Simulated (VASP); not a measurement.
Wanted: the native input for a VASP 6.6.1 run.

```
Task                   : single point
Functional             : r2SCAN
Potentials or basis    : VASP PAW PBE potentials, release 64 (Fe)
Cutoff                 : 520 eV
k mesh                 : 6 × 6 × 4
Occupations            : gaussian, width 0.1 eV
Spin                   : collinear spin, typed start
Starting moments       : [4.0, 4.0, 4.0, 4.0] μB
Dipole correction      : no
Further INCAR settings : ALGO = Normal; EDIFF = 1e-06; NBANDS = 28
```

The system is Fe.

```xyz
4
Lattice="2.3996 -1.5860 0.0000 2.3996 1.5860 0.0000 0.0000 0.0000 6.4695" Properties=species:S:1:pos:R:3 pbc="T T T"
Fe    2.3996   -1.1102    0.7569
Fe    2.3996   -0.4758    3.9917
Fe    2.3996    1.1102    5.7126
Fe    2.3996    0.4758    2.4778
```

The cell was built by a generator and needn't be a form met in nature.

One way to write it, as run:

POSCAR

```
Fe
1.0
    2.3996124479     -1.5859602602      0.0000000000
    2.3996124479      1.5859602602      0.0000000000
    0.0000000000      0.0000000000      6.4695271510
Fe
4
Direct
    0.8500000000      0.1500000000      0.1170000000
    0.6500000000      0.3500000000      0.6170000000
    0.1500000000      0.8500000000      0.8830000000
    0.3500000000      0.6500000000      0.3830000000
```

INCAR.step1

```
SYSTEM = Fe
  PREC = Accurate
  ENCUT = 520
  ISMEAR = 0
  SIGMA = 0.1
  LREAL = .False.
  LASPH = .True.
  NELM = 150
  ISPIN = 2
  MAGMOM = 4 4 4 4
  LMAXMIX = 4
  NBANDS = 28
  GGA = PE
  ALGO = Normal
  EDIFF = 1E-4
  LWAVE = .True.
  LCHARG = .False.
```

INCAR.step2

```
SYSTEM = Fe
  PREC = Accurate
  ENCUT = 520
  EDIFF = 1E-6
  ISMEAR = 0
  SIGMA = 0.1
  LREAL = .False.
  LASPH = .True.
  NELM = 150
  ALGO = Normal
  ISIF = 2
  LWAVE = .False.
  LCHARG = .False.
  ISPIN = 2
  MAGMOM = 4 4 4 4
  LORBIT = 11
  LMAXMIX = 4
  METAGGA = R2SCAN
  LMIXTAU = .True.
  NBANDS = 28
  ISTART = 1
```

KPOINTS

```
Automatic mesh
0
Gamma
  6 6 4
  0 0 0
```

Potentials or basis: VASP PAW PBE potentials, release 64 (Fe).

Command:

```console
$ cat potpaw_PBE.64/Fe/POTCAR > POTCAR
$ cp INCAR.step1 INCAR
$ mpirun -np 1 vasp_std > vasp.out
$ cp INCAR.step2 INCAR
$ mpirun -np 1 vasp_std > vasp.out
```

Results of the run:

```yaml
Pressure: 24.7 GPa
Largest_force: 7.041 eV/Å
Band_gap_on_the_k_mesh: none (metal or under the smearing width)
Net_moment: 10.56 μB per cell
Site_moments: Fe +2.63 μB
Valence_electrons_inside_the_program's_atomic_spheres: Fe 7.44
```

Caveat: the k mesh is coarse (spacing up to 0.40 Å⁻¹), so the values aren't converged; so large a pressure means that the cell lies far from this level's equilibrium, or that cutoff or potentials fall short; the potentials were made for another functional, which shifts forces and pressure.

Wall time 4.8 min on 1 thread of Intel(R) Xeon(R) Platinum 8259CL CPU @ 2.50GHz (Skylake/Cascade Lake), on a shared host, peak memory 0.24 GiB.
